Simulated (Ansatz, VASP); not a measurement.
## Ni in VASP and in Ansatz

```
Ni
1.0
    -1.38372    1.38372    1.38372
     1.38372   -1.38372    1.38372
     1.38372    1.38372   -1.38372
Ni
1
Direct
  0.00000 0.00000 0.00000
```

This isn't the form of Ni at room conditions, which is fcc.

Alike in both runs: task single point; functional PBE; k mesh 13 × 13 × 13; occupations fermi-dirac, width 0.05 eV; collinear spin, ferromagnetic start.

```csv
,VASP,Ansatz
version,VASP 6.6.1,Ansatz 0.2.0
potentials or method,"VASP PAW PBE potentials, release 64 (Ni)",Ansatz PAW
plane-wave cutoff (eV),520,420
valence electrons in the cell,10,18
```

```csv
,VASP,Ansatz,Ansatz less VASP
gap on the k mesh at the Fermi level (eV),none,none,-
pressure (GPa),7.6,7.8,+0.18
net moment per atom (μB),0.58,0.59,+0.012
size of the moment on the site where the two differ most (μB),0.58,0.62,+0.035
```

Site moments also hang on the region over which each program counts them. A gap of «none» marks a metal or a gap that the smearing closes. The two sets of potentials don't hold the same shells in valence.
